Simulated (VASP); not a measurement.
# Re (P6_3/mmc) in VASP: settings compared

One crystal, Re, is run at these levels: PBEsol, LDA, PBE; tasks: relaxation of cell and atoms.

Program: VASP 6.6.1. These are calculated values, not measurements. Logs are shortened: lines on timing, memory, paths and dates and some standing lists are left out, and cuts for length are marked.

### Step 1. The crystal as given

Symmetry: P6_3/mmc, No. 194, hexagonal system. The conventional cell has a = 2.761 Å, b = 2.761 Å, c = 4.456 Å, α = 90.00°, β = 90.00°, γ = 120.00°. Around Re (site symmetry -6m2) lie 12 Re at 2.74 to 2.76 Å.

### Step 2. Relaxation of cell and atoms, PBEsol

INCAR

```
PREC = Accurate
ENCUT = 600
EDIFF = 1E-7
ISMEAR = 0
SIGMA = 0.1
LREAL = False
LASPH = True
NELM = 80
ALGO = Normal
ISIF = 3
LWAVE = False
LCHARG = False
GGA = PS
IBRION = 2
NSW = 90
EDIFFG = -0.005
```

KPOINTS

```
Automatic mesh
0
Gamma
  18 18 10
```

POSCAR

```
Re
1.0
    2.7610000000      0.0000000000      0.0000000000
   -1.3805000000      2.3910961400      0.0000000000
    0.0000000000      0.0000000000      4.4560000000
Re
2
Direct
    0.3333333300      0.6666666700      0.2500000000
    0.6666666700      0.3333333300      0.7500000000
```

Potentials or basis: VASP PAW PBE potentials, release 64 (Re).

Launch:

```
$ cat potpaw_PBE.64/Re/POTCAR > POTCAR
$ mpirun -np 1 vasp_std > vasp.out
```

OUTCAR:

```text
PREC = Accurate
   ENCUT = 600
   EDIFF = 1E-7
   ISMEAR = 0
   LREAL = False
   LASPH = True
   NELM = 80
   ISIF = 3
   GGA = PS
   IBRION = 2
   NSW = 90
   EDIFFG = -0.005

 ion  position               nearest neighbor table
   1  0.333  0.667  0.250-   2 2.74   2 2.74   2 2.74   2 2.74   2 2.74   2 2.74
   2  0.667  0.333  0.750-   1 2.74   1 2.74   1 2.74   1 2.74   1 2.74   1 2.74

  LATTYP: Found a hexagonal cell.
 ALAT       =     2.7610000000
 C/A-ratio  =     1.6139080043

  Lattice vectors:

 A1 = (   2.7610000000,   0.0000000000,   0.0000000000)
 A2 = (  -1.3805000000,   2.3910961400,   0.0000000000)
 A3 = (   0.0000000000,   0.0000000000,   4.4560000000)

Analysis of symmetry for initial positions (statically):
=====================================================================
 Subroutine PRICEL returns:
 Original cell was already a primitive cell.

 Routine SETGRP: Setting up the symmetry group for a
 hexagonal supercell.

 Subroutine GETGRP returns: Found 24 space group operations
 (whereof 12 operations were pure point group operations)
 out of a pool of 24 trial point group operations.

The static configuration has the point symmetry D_3d.
 The point group associated with its full space group is D_6h.

Analysis of symmetry for dynamics (positions and initial velocities):
=====================================================================
 Subroutine PRICEL returns:
 Original cell was already a primitive cell.

 Routine SETGRP: Setting up the symmetry group for a
 hexagonal supercell.

 Subroutine GETGRP returns: Found 24 space group operations
 (whereof 12 operations were pure point group operations)
 out of a pool of 24 trial point group operations.

The dynamic configuration has the point symmetry D_3d.
 The point group associated with its full space group is D_6h.

 Subroutine INISYM returns: Found 24 space group operations
 (whereof 12 operations are pure point group operations),
 and found     1 'primitive' translations

----------------------------------------------------------------------------------------

                                     Primitive cell

  volume of cell :      29.4177

  direct lattice vectors                    reciprocal lattice vectors
     2.761000000  0.000000000  0.000000000     0.362187613  0.209109116  0.000000000
    -1.380500000  2.391096140  0.000000000     0.000000000  0.418218232  0.000000000
     0.000000000  0.000000000  4.456000000     0.000000000  0.000000000  0.224416517

  length of vectors
     2.761000000  2.761000000  4.456000000     0.418218232  0.418218232  0.224416517

  position of ions in fractional coordinates (direct lattice)
     0.333333330  0.666666670  0.250000000
     0.666666670  0.333333330  0.750000000

  ion indices of the primitive-cell ions
   primitive index   ion index
                 1           1
                 2           2

----------------------------------------------------------------------------------------

 KPOINTS: Automatic mesh

Automatic generation of k-mesh.
 Grid dimensions read from file:
 generate k-points for:   18   18   10

 Generating k-lattice:

  Cartesian coordinates                     Fractional coordinates (reciprocal lattice)
     0.020121534  0.011617173  0.000000000     0.055555556 -0.000000000  0.000000000
     0.000000000  0.023234346  0.000000000     0.000000000  0.055555556  0.000000000
     0.000000000  0.000000000  0.022441652     0.000000000  0.000000000  0.100000000

  Length of vectors
     0.023234346  0.023234346  0.022441652

  Shift w.r.t. Gamma in fractional coordinates (k-lattice)
     0.000000000  0.000000000  0.000000000

 Subroutine IBZKPT returns following result:
 ===========================================

 Found    222 irreducible k-points:

 Following reciprocal coordinates:
            Coordinates               Weight
  0.000000  0.000000  0.000000      1.000000
  0.055556 -0.000000  0.000000      6.000000
  0.111111 -0.000000  0.000000      6.000000
  0.166667 -0.000000  0.000000      6.000000
  0.222222  0.000000  0.000000      6.000000
  0.277778 -0.000000  0.000000      6.000000
[... 16 lines left out ...]
  0.333333  0.111111  0.000000     12.000000
  0.388889  0.111111  0.000000     12.000000
 [... further k-points ...]
   k-points           NKPTS =    222   k-points in BZ     NKDIM =    222   number of bands    NBANDS=     11
   number of dos      NEDOS =    301   number of ions     NIONS =      2
   total plane-waves  NPLWV =  20736
   dimension x,y,z NGX =    24 NGY =   24 NGZ =   36
   dimension x,y,z NGXF=    48 NGYF=   48 NGZF=   72
   ions per type =               2
   NGX,Y,Z   is equivalent  to a cutoff of  14.45, 14.45, 13.43 a.u.
   NGXF,Y,Z  is equivalent  to a cutoff of  28.90, 28.90, 26.86 a.u.
 SYSTEM =  unknown system
   PREC   = accura    normal or accurate (medium, high low for compatibility)
   ISTART =      0    job   : 0-new  1-cont  2-samecut
[... 63 lines left out ...]
  Direction    XX          YY          ZZ          XY          YZ          ZX
  --------------------------------------------------------------------------------------
  -------------------------------------------------------------------------------------
  Total       -0.7555887     -0.7555887     -0.6996106      0.0000000      0.0000000      0.0000000
  in kB      -41.1516633    -41.1516633    -38.1029291      0.0000000      0.0000000      0.0000000
  external PRESSURE =     -40.1354186 kB  Pullay stress =       0.0000000 kB

 VOLUME and BASIS-vectors are now :
 -----------------------------------------------------------------------------
  energy-cutoff  :      600.00
  volume of cell :       29.42
      direct lattice vectors                 reciprocal lattice vectors
     2.761000000  0.000000000  0.000000000     0.362187613  0.209109116  0.000000000
    -1.380500000  2.391096140  0.000000000     0.000000000  0.418218232  0.000000000
     0.000000000  0.000000000  4.456000000     0.000000000  0.000000000  0.224416517
[... 145 lines left out ...]
 POSITION                                       TOTAL-FORCE (eV/Angst)
 -----------------------------------------------------------------------------------
     -0.00000      1.58805      1.11101         0.000000      0.000000      0.000000
      1.37529      0.79403      3.33302        -0.000000     -0.000000      0.000000
 -----------------------------------------------------------------------------------
    total drift:                               -0.000000      0.000000     -0.000000

  FREE ENERGIE OF THE ION-ELECTRON SYSTEM (eV)
  ---------------------------------------------------
  free  energy   TOTEN  =       -26.7421787298 eV

  energy  without entropy=      -26.7340466875  energy(sigma->0) =      -26.73811271

--------------------------------------- Ionic step        6  -------------------------------------------

 number of electron      14.0000000 magnetization

 Free energy of the ion-electron system (eV)
  ---------------------------------------------------
  ext. energy  EPLUGINS =         0.00000000
  ---------------------------------------------------
  free energy    TOTEN  =       -26.74218198 eV

  energy without entropy =      -26.73403343  energy(sigma->0) =      -26.73810771

 E-fermi :   7.8317     XC(G=0): -13.8775

 val. band max:        7.8301041431   @ k =   0.3889   0.0000   0.5000
 cond. band min:       7.8364636610   @ k =   0.2778  -0.0000   0.5000
 fundamental gap:      0.0063595179
 Fermi energy:         7.8317052420

 k-point     1 :       0.0000    0.0000    0.0000
  band No.  band energies     occupation
      1      -2.1228      2.00000
      2       1.1284      2.00000
      3       6.2352      2.00000
      4       6.2352      2.00000
      5       6.2360      2.00000
      6       7.0888      2.00000
      7       7.0888      2.00000
      8       8.0368      0.00373
      9       8.0368      0.00373
     10       8.4825      0.00000
     11      11.2685      0.00000

 k-point     2 :       0.0556   -0.0000    0.0000
  band No.  band energies     occupation
      1      -1.9941      2.00000
      2       1.2501      2.00000
      3       5.8628      2.00000
      4       6.3532      2.00000
      5       6.5647      2.00000
      6       6.9951      2.00000
      7       7.2005      2.00000
      8       7.7761      1.56822
      9       7.9352      0.14310
     10       8.1527      0.00001
     11      11.3382      0.00000
[... 295 lines left out ...]
 k-point    24 :       0.3889    0.1111    0.0000
  band No.  band energies     occupation
      1       2.1867      2.00000
      2       2.3160      2.00000
      3       2.6306      2.00000
      4       5.5362      2.00000
      5       5.7215      2.00000
      6       6.4498      2.00000
      7       7.2120      2.00000
      8      11.1067      0.00000
      9      11.7173      0.00000
     10      12.0127      0.00000
     11      13.5848      0.00000

 [... further k-points ...]

------------------------ aborting loop because EDIFF is reached ----------------------------------------

  FORCE on cell =-STRESS in cart. coord.  units (eV):
  Direction    XX          YY          ZZ          XY          YZ          ZX
  --------------------------------------------------------------------------------------
  -------------------------------------------------------------------------------------
  Total        0.0013650      0.0013650      0.0010634      0.0000000      0.0000000     -0.0000000
  in kB        0.0751073      0.0751073      0.0585147      0.0000000      0.0000000     -0.0000000
  external PRESSURE =       0.0695765 kB  Pullay stress =       0.0000000 kB

 VOLUME and BASIS-vectors are now :
 -----------------------------------------------------------------------------
  energy-cutoff  :      600.00
  volume of cell :       29.12
      direct lattice vectors                 reciprocal lattice vectors
     2.750891711 -0.000000000 -0.000000000     0.363518490  0.209877498  0.000000000
    -1.375445855  2.382342105  0.000000000     0.000000000  0.419754996  0.000000000
     0.000000000 -0.000000000  4.443009572     0.000000000 -0.000000000  0.225072664

 POSITION                                       TOTAL-FORCE (eV/Angst)
 -----------------------------------------------------------------------------------
     -0.00000      1.58823      1.11075        -0.000000     -0.000000      0.000000
      1.37545      0.79411      3.33226         0.000000      0.000000      0.000000
 -----------------------------------------------------------------------------------
    total drift:                               -0.000000      0.000000     -0.000000

  FREE ENERGIE OF THE ION-ELECTRON SYSTEM (eV)
  ---------------------------------------------------
  free  energy   TOTEN  =       -26.7421819839 eV

  energy  without entropy=      -26.7340334292  energy(sigma->0) =      -26.73810771

 reached required accuracy - stopping structural energy minimisation
```

It took 4.2 min on 1 thread of Intel Xeon Platinum 8488C (Sapphire Rapids), shared host; peak memory 0.23 GiB.

Results:

| Quantity | Value |
| --- | --- |
| Free energy | -26.7422 eV |
| Relaxed volume | 14.56 Å³/atom |
| Relaxed cell | a = 2.751 Å, b = 2.751 Å, c = 4.443 Å, α = 90.00°, β = 90.00°, γ = 120.00° |
| Space group after relaxing (to 0.05 Å) | P6_3/mmc (No. 194) |
| Energy gained by relaxing | 1.9 meV/atom |
| Ionic steps | 6 |
| Pressure after relaxing | 0.0 GPa |
| Band gap on the k mesh | none (metal or under the smearing width) |

The path:
| step | energy change (eV) | largest force (eV/Å) | pressure (GPa) | volume (Å³) |
| --- | --- | --- | --- | --- |
| 1 | 0.0000 | 0.0000 | -4.01 | 29.42 |
| 2 | 0.0678 | 0.0000 | 19.24 | 27.88 |
| 3 | -0.0038 | 0.0000 | -0.08 | 29.12 |
| 4 | -0.0038 | 0.0000 | 0.01 | 29.12 |
| 5 | -0.0038 | 0.0000 | 0.01 | 29.12 |
| 6 | -0.0038 | 0.0000 | 0.01 | 29.12 |

Final structure:
```
Re
1.0
     2.75089    0.00000    0.00000
    -1.37545    2.38234    0.00000
     0.00000    0.00000    4.44301
Re
2
Cartesian
  0.0000 1.5882 1.1108
  1.3754 0.7941 3.3323
```

Levels at points of the mesh, in eV from the Fermi level:
```csv
k point,band 5,band 6,band 7,band 8,band 9,band 10
"(0.00, 0.00, 0.00)",-1.60,-0.74,-0.74,0.21,0.21,0.65
"(0.50, 0.00, 0.00)",-1.73,-1.38,-0.59,4.06,4.47,4.60
"(0.00, 0.00, 0.50)",-1.73,-1.73,-1.73,-1.73,2.61,2.61
"(0.50, 0.00, 0.50)",0.41,0.41,0.96,0.96,4.38,4.38
```

Caveat: the PAW data sets were made with another functional, which shifts forces and pressure a little. Spin-orbit coupling is left out, which matters for the levels of Re.

### Step 3. Relaxation of cell and atoms, LDA

Changes to INCAR since step 2:

```diff
@@ -12,3 +12,2 @@
 LCHARG = False
-GGA = PS
 IBRION = 2
```

KPOINTS is that of step 2.

POSCAR is that of step 2.

Potentials or basis: VASP PAW LDA potentials, release 64 (Re).

Launch:

```
$ cat potpaw_LDA.64/Re/POTCAR > POTCAR
$ mpirun -np 1 vasp_std > vasp.out
```

It took 3.9 min on 1 thread of Intel Xeon Platinum 8488C (Sapphire Rapids), shared host; peak memory 0.22 GiB.

Results (log left out):

```
Free energy                            : -27.5338 eV
Relaxed volume                         : 14.39 Å³/atom
Relaxed cell                           : a = 2.741 Å, b = 2.741 Å, c = 4.421 Å, α = 90.00°, β = 90.00°, γ = 120.00°
Space group after relaxing (to 0.05 Å) : P6_3/mmc (No. 194)
Energy gained by relaxing              : 8.8 meV/atom
Ionic steps                            : 10
Pressure after relaxing                : 0.0 GPa
Band gap on the k mesh                 : none (metal or under the smearing width)
```

Step by step:
```
step  energy change (eV)  largest force (eV/Å)  pressure (GPa)  volume (Å³)
   1              0.0000                0.0000           -8.63        29.42
   2              0.3434                0.0000           48.32        26.17
   3             -0.0176                0.0000           -0.40        28.81
   4             -0.0176                0.0000           -0.05        28.78
   5             -0.0176                0.0000            0.13        28.77
   6             -0.0176                0.0000           -0.44        28.81
   7             -0.0176                0.0000           -0.03        28.78
   8             -0.0176                0.0000           -0.03        28.78
   9             -0.0176                0.0000            0.03        28.78
  10             -0.0176                0.0000            0.01        28.78
```

Final structure:
```xyz
2
Lattice="2.7415 0.0000 0.0000 -1.3707 2.3742 0.0000 0.0000 0.0000 4.4213" Properties=species:S:1:pos:R:3 pbc="T T T"
Re    0.0000    1.5828    1.1053
Re    1.3707    0.7914    3.3160
```

Levels at points of the mesh, in eV from the Fermi level:
| k point | band 4 | band 5 | band 6 | band 7 | band 8 | band 9 | band 10 | band 11 |
| --- | --- | --- | --- | --- | --- | --- | --- | --- |
| (0.00, 0.00, 0.00) | -1.66 | -1.64 | -0.78 | -0.78 | 0.16 | 0.16 | 0.82 | 3.46 |
| (0.50, 0.00, 0.00) | -2.03 | -1.66 | -1.38 | -0.60 | 4.09 | 4.53 | 4.65 | 6.29 |
| (0.00, 0.00, 0.50) | -2.42 | -1.79 | -1.79 | -1.79 | -1.79 | 2.62 | 2.62 | 2.62 |
| (0.50, 0.00, 0.50) | -4.22 | 0.39 | 0.39 | 1.06 | 1.06 | 4.41 | 4.41 | 4.97 |

Spin-orbit coupling is left out, which matters for the levels of Re.

### Step 4. Relaxation of cell and atoms, PBE

Changes to INCAR since step 3:

```diff
@@ -12,2 +12,3 @@
 LCHARG = False
+GGA = PE
 IBRION = 2
```

KPOINTS is that of step 3.

POSCAR is that of step 3.

Potentials or basis: VASP PAW PBE potentials, release 64 (Re).

Launch:

```
$ cat potpaw_PBE.64/Re/POTCAR > POTCAR
$ mpirun -np 1 vasp_std > vasp.out
```

Wall time 7.2 min (1 thread of Intel Xeon Platinum 8488C (Sapphire Rapids), shared host); peak memory 0.23 GiB.

Results (log left out):

| Quantity | Value |
| --- | --- |
| Free energy | -24.8566 eV |
| Relaxed volume | 14.93 Å³/atom |
| Relaxed cell | a = 2.774 Å, b = 2.774 Å, c = 4.481 Å, α = 90.00°, β = 90.00°, γ = 120.00° |
| Space group after relaxing (to 0.05 Å) | P6_3/mmc (No. 194) |
| Energy gained by relaxing | 4.0 meV/atom |
| Ionic steps | 9 |
| Pressure after relaxing | 0.0 GPa |
| Band gap on the k mesh | none (metal or under the smearing width) |

Step by step:
```csv
step,energy change (eV),largest force (eV/Å),pressure (GPa),volume (Å³)
1,0.0000,0.0000,5.85,29.42
2,0.1176,0.0000,-19.97,31.76
3,-0.0080,0.0000,-0.15,29.88
4,-0.0081,0.0000,-0.01,29.87
5,-0.0081,0.0000,0.11,29.86
6,-0.0081,0.0000,0.11,29.86
7,-0.0081,0.0000,0.11,29.86
8,-0.0080,0.0000,-0.32,29.89
9,-0.0081,0.0000,0.02,29.87
```

Final structure:
```
CELL_PARAMETERS angstrom
2.77405 0.00000 0.00000
-1.38702 2.40239 0.00000
0.00000 0.00000 4.48135
ATOMIC_POSITIONS crystal
Re 0.33333 0.66667 0.25000
Re 0.66667 0.33333 0.75000
```

Levels at points of the mesh, in eV from the Fermi level:
```csv
k point,band 3,band 4,band 5,band 6,band 7,band 8,band 9,band 10,band 11
"(0.00, 0.00, 0.00)",-1.53,-1.52,-1.52,-0.71,-0.71,0.20,0.20,0.60,3.31
"(0.50, 0.00, 0.00)",-5.13,-1.87,-1.71,-1.34,-0.58,3.89,4.28,4.41,5.94
"(0.00, 0.00, 0.50)",-2.33,-2.33,-1.65,-1.65,-1.65,-1.65,2.51,2.51,2.51
"(0.50, 0.00, 0.50)",-3.99,-3.99,0.41,0.41,0.91,0.91,4.20,4.20,4.69
```

Spin-orbit coupling is left out, which matters for the levels of Re.

### Step 5. The runs side by side

```csv
level,potentials or basis,gap on the mesh (eV),pressure (GPa),relaxed volume (Å³/atom)
PBEsol,"VASP PAW PBE potentials, release 64 (Re)",none,0.0,14.56
LDA,"VASP PAW LDA potentials, release 64 (Re)",none,0.0,14.39
PBE,"VASP PAW PBE potentials, release 64 (Re)",none,0.0,14.93
```

Alike in all rows: task relaxation of cell and atoms; no spin polarisation; cell relaxed; k mesh 18 × 18 × 10; cutoff (eV) 600; smearing gaussian 0.1 eV.

Caveats: the PAW data sets were made with another functional, which shifts forces and pressure a little (some runs).

Total energies depend on the potentials used, so only differences within one code and one set of settings carry meaning.
